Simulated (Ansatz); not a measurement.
# GaN: the cost of one run

Computed with Ansatz 0.2.0 (DFT r2SCAN, scalar-relativistic, plane waves, PAW, unless a step's input says otherwise).

1 further run of the same task is left out (it didn't finish).

## 1. The structure to begin with

It takes space group P6_3mc (No. 186, hexagonal). Conventional cell: a = 3.189 Å, b = 3.189 Å, c = 5.192 Å, α = 90.00°, β = 90.00°, γ = 120.00°. Ga (site symmetry 3m) has 4 N at 1.95 to 1.96 Å as nearest neighbours. N (site symmetry 3m) is surrounded by 4 Ga at 1.95 to 1.96 Å.

Structure file:

```cif
data_structure
_symmetry_space_group_name_H-M 'P 1'
_symmetry_Int_Tables_number 1
_cell_length_a 3.1889
_cell_length_b 3.1889
_cell_length_c 5.1924
_cell_angle_alpha 90.000
_cell_angle_beta 90.000
_cell_angle_gamma 120.000
_cell_volume 45.73
loop_
_atom_site_label
_atom_site_type_symbol
_atom_site_fract_x
_atom_site_fract_y
_atom_site_fract_z
_atom_site_occupancy
Ga1 Ga 0.66667 0.33333 0.49908 1
Ga2 Ga 0.33333 0.66667 0.99908 1
N1 N 0.66667 0.33333 0.87592 1
N2 N 0.33333 0.66667 0.37592 1
```

Source of the structure: the Materials Project (structure only).

(A quick probe on a coarse mesh, which set the mesh and smearing, is not shown.)

## 3. Relaxing cell and atoms

Input file input.yaml:

```yaml
crystal:
  lattice:
    - [3.1889304035, 0.0, 0.0]
    - [-1.5944652018, 2.7616947404, 0.0]
    - [0.0, 0.0, 5.19235725]
  atoms:
    - { symbol: Ga, position: [0.66666667, 0.33333333, 0.49908371] }
    - { symbol: Ga, position: [0.33333333, 0.66666667, 0.99908371] }
    - { symbol: "N", position: [0.66666667, 0.33333333, 0.87591629] }
    - { symbol: "N", position: [0.33333333, 0.66666667, 0.37591629] }
basis:
  ecutwfc: 500
kpoints:
  mp_grid: { grid: [12, 12, 6] }
hamiltonian:
  xc: r2scan
scf:
  occupations: { method: gaussian, width: 0.02 }
output:
  forces: true
  stress: true
  eigenvalues: true
relax:
  adjacent_minimum: "off"
  f_tol: 0.005
  max_steps: 80
  cell: { stress_tol: 0.05 }
```

Command:

```bash
> ansatz run input.yaml --threads 1 --pin off --max-ram 2560MiB --backend cpu --events-out ev --progress --plain --runs-dir out
```

What time and memory should one allow on 1 thread of AMD EPYC 7R43 (Zen 3), shared host?

About 63 s, with a peak of 0.56 GiB.
